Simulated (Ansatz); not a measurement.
# AgBr: computed properties

All numbers below come from DFT PBE, scalar-relativistic, plane waves, PAW (Ansatz 0.2.0).

Plane waves to 420 eV, a k mesh through Γ of 8×8×8 on the computed 2-atom cell and Gaussian smearing (0.02 eV); no spin polarisation.

The structure is relaxed at this level of theory with its symmetry kept.

```cif
data_structure
_symmetry_space_group_name_H-M 'Fm-3m'
_symmetry_Int_Tables_number 225
_cell_length_a 5.8433
_cell_length_b 5.8433
_cell_length_c 5.8433
_cell_angle_alpha 90.000
_cell_angle_beta 90.000
_cell_angle_gamma 90.000
_cell_volume 199.52
loop_
_atom_site_label
_atom_site_type_symbol
_atom_site_symmetry_multiplicity
_atom_site_Wyckoff_symbol
_atom_site_fract_x
_atom_site_fract_y
_atom_site_fract_z
_atom_site_occupancy
Ag1 Ag 4 a 0.00000 0.00000 0.00000 1
Br1 Br 4 b 0.50000 0.00000 0.00000 1
```

Formation energy from the elements' standard states (Br, Hg as crystals; uncorrected)?

-0.317 eV/atom.

Kohn–Sham band gap?

0.69 eV.

Löwdin character of the top 1 eV of the valence band?

Br 4p 55 %, Ag 4d 42 %.

Löwdin character of the lowest 1 eV of the conduction band?

Ag 5s 65 %, Br 4s 20 %, Br 4p 15 %.

Bader charges (e)?

Ag (1 in the cell) 0.48, Br (1 in the cell) -0.48.